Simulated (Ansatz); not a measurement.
Runs of Ansatz 0.2.0 on SnO. It takes space group P4/nmm (No. 129, tetragonal). The conventional cell has a = 3.814 Å, b = 3.814 Å, c = 4.887 Å, α = 90.00°, β = 90.00°, γ = 90.00°. Sn (site symmetry 4mm) is surrounded by 4 O at 2.23 Å. Around O (site symmetry -4m2) lie 4 Sn at 2.23 Å. The cell is a database's computed one.

```tsv
task	level	potentials or basis	k mesh	cutoff (eV)	smearing	gap on the mesh (eV)	V0 of scaled cells (Å³/atom)	B0 (GPa)
equation of state	PBE	SPMS NC	7 × 7 × 6	1034	fermi-dirac 0.05 eV	-	18.50	84
equation of state	PBE	Ansatz PAW small core	7 × 7 × 6	420	fermi-dirac 0.05 eV	-	18.48	84
Born charges and dielectric tensor	LDA	Ansatz PAW	7 × 7 × 6	420	fixed	0.45	-	-
equation of state	r2SCAN	Ansatz PAW	7 × 7 × 6	500	fermi-dirac 0.05 eV	-	17.69	(b)
single point	PBE	Ansatz PAW	5 × 5 × 4	420	fermi-dirac 0.05 eV	(a)	-	-
```

Alike in all rows: no spin polarisation; cell as given.

Fill in the values left out.

(a) 0.56; (b) 98.

Caveats: the cell was scaled at fixed shape and fractional positions, which overstates the stiffness of a crystal with free parameters, most of all of layers and chains (some runs); odd divisions of the mesh miss points on the zone boundary, where band edges often lie, so the gap on the mesh can be too wide (some runs); spin-orbit coupling is left out, which moves the levels of the heavy elements (some runs); the gap is small at this level, which inflates the dielectric constant (some runs); the PAW data sets come from PBE, with cores solved anew for the run's functional, which leaves a small shift of forces and pressure (some runs); the PAW data sets were made with another functional, which shifts forces and pressure a little (some runs).

A k mesh can miss the band edges, and the runs leave out spin-orbit coupling on Sn.
